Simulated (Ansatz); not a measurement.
**Trial structures and their relaxed properties**

Method: DFT PBEsol, scalar-relativistic, plane waves, PAW in Ansatz 0.2.0. All cells share a 420 eV cutoff and Γ-centred k meshes spaced at most 0.3 Å⁻¹ (0.19 for metals, 2π included).

Each formula was placed on the sites of the named type and relaxed at zero pressure without lowering the symmetry. No run is spin-polarised. The smearing is 0.1 eV for metals and 0.01 to 0.02 eV otherwise. Energies over the elements count from the elements' standard structures at the same level, with no empirical corrections.

The k mesh leaves about 4 meV/atom of noise in metals. No dispersion correction is applied, so the spacing between layers, chains or molecules is poorly fixed, and with it the volume and density (Te I4/mmm, Te P6_3/mmc). Spin–orbit coupling is left out.

| formula | started on type | final group | a or a / b (Å) | c (Å) | V (Å³/atom) | E over elements (eV/atom) | gap on mesh (eV) |
| --- | --- | --- | --- | --- | --- | --- | --- |
| Te | iodine | I4/mmm | 2.97 | 7.70 | 33.9 | 0.18 | 0.00 |
| Te | alpha-gallium | Fmmm | 4.16 / 4.68 | 12.17 | 29.6 | 0.10 | 0.00 |
| Te | omega | P6/mmm | 5.55 | 3.10 | 27.6 | 0.26 | 0.00 |
| Au | omega | P6/mmm | 4.66 | 2.77 | 17.4 | 0.08 | 0.00 |
| Te | lonsdaleite | P6_3/mmc | 4.91 | 9.93 | 51.7 | 0.40 | 0.00 |